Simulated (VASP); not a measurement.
## A VASP 6.6.1 single-point calculation on CdS

INCAR

```
ENCUT = 520
SIGMA = 0.02
ISMEAR = -1
NSW = 0
IMIX = 1
PREC = Accurate
ISIF = 2
IBRION = -1
BMIX = 0.0001
AMIX = 3
LREAL = .FALSE.
NBANDS = 16
EDIFF = 1E-7
GGA = PE
LASPH = .TRUE.
NELM = 98
LCHARG = .FALSE.
LWAVE = .FALSE.
```

KPOINTS

```
KPOINTS created by Atomic Simulation Environment
0
Gamma
8 8 8
0 0 0
```

POSCAR

```
Cd S
 1.0000000000000000
     0.0000000000000000    2.7267765454999999    2.7267765454999999
     2.7131426627000002    0.0000000000000000    2.7267765454999999
     2.7131426627000002    2.7267765454999999    0.0000000000000000
 Cd  S
   1   1
Cartesian
  0.0000000000000000  0.0000000000000000  0.0000000000000000
  2.7131426626999997  2.7267765454999995  2.7267765454999995
```

The recommended PBE PAW datasets give the neutral cell 18 valence electrons.

Command

```
mpirun -np 1 vasp_std
```

OSZICAR

```
N       E                     dE             d eps       ncg     rms          rms(c)
DAV:   1     0.105496330890E+03    0.10550E+03   -0.94881E+03  2008   0.106E+03
DAV:   2    -0.277574243021E+01   -0.10827E+03   -0.10195E+03  2304   0.256E+02
DAV:   3    -0.642122803061E+01   -0.36455E+01   -0.36389E+01  2312   0.490E+01
DAV:   4    -0.643838305727E+01   -0.17155E-01   -0.17154E-01  2352   0.332E+00
DAV:   5    -0.643854483670E+01   -0.16178E-03   -0.16178E-03  2344   0.311E-01    0.774E+00
DAV:   6    -0.287596967353E+02   -0.22321E+02   -0.76622E+01  2288   0.110E+02    0.238E+01
DAV:   7    -0.121641353679E+04   -0.11877E+04   -0.70084E+03  3400   0.438E+02    0.154E+03
DAV:   8    -0.241691062558E+05   -0.22953E+05   -0.13604E+05  3560   0.190E+03    0.607E+03
```

Standard output (part)

```
POSCAR found type information on POSCAR CdS
 POSCAR found :  2 types and       2 ions
 LDA part: xc-table for (Slater+PW92), standard interpolation
 POSCAR, INCAR and KPOINTS ok, starting setup
 WAVECAR not read
 entering main loop
|     EEEEEEE  RRRRRR   RRRRRR   OOOOOOO  RRRRRR      ###     ###     ###     |
|     E        R     R  R     R  O     O  R     R     ###     ###     ###     |
|     E        R     R  R     R  O     O  R     R     ###     ###     ###     |
|     EEEEE    RRRRRR   RRRRRR   O     O  RRRRRR       #       #       #      |
|     E        R    R   R    R   O     O  R    R      ###     ###     ###     |
|     EEEEEEE  R     R  R     R  OOOOOOO  R     R     ###     ###     ###     |
|     ERROR FEXCP: supplied Exchange-correletion table                        |
|      is too small, maximal index : 4243                                     |
|       ---->  I REFUSE TO CONTINUE WITH THIS SICK JOB ... BYE!!! <----       |
```

VASP stopped with an error.

Q: What is wrong with this input?

A: Mixing far too strong. VASP stopped with an error.
